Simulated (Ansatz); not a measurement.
**AlNi$_{3}$: how the energy converges with the cutoff**

AlNi$_{3}$, Fm-3m, a = 5.604 Å. The structure is a Materials Project entry; whether it is the stable form wasn't checked. Ansatz: PBE, PAW, cutoff varied, Γ-centred 14×14×14 mesh on 4 atoms, Gaussian smearing 0.10 eV; no spin polarisation. Single points at one geometry, the cutoff alone changed; ΔE is the energy at zero smearing over the run at 850 eV (runs within 0.3 meV/atom of it are left out). The runs up to 380 eV lie under the cutoff recommended for these PAW datasets.

```
cutoff (eV)  ΔE (meV/atom)
        150       67781.92
        200       11416.00
        250        1851.67
        300         233.68
        350          16.30
        380           3.83
        420              ?
        460           1.38
        520           0.62
        600           0.41
```

**Question.** Assume ΔE falls exponentially with the cutoff, fit y = ln ΔE against x, the cutoff in eV, to the other rows, and predict the missing value.

**Answer.** y = 11.124, 9.343, 7.524, 5.454, 2.791, 1.343, 0.322, -0.478, -0.892. Means x = 356.7, y = 4.0590; Σ(Δx)² = 179000, ΣΔxΔy = -5123; the slope is their ratio. y = 14.27 − 0.02862 x, a factor of ten per 80 eV. At 420 eV this gives ΔE = 9.48 meV/atom. The run gave 2.13, a ratio of 4.45. Between neighbouring rows the decay runs from a factor of ten per 43 eV to one per 445 eV, so one exponential is only a rough guide. The fast fall gives way to a slow tail.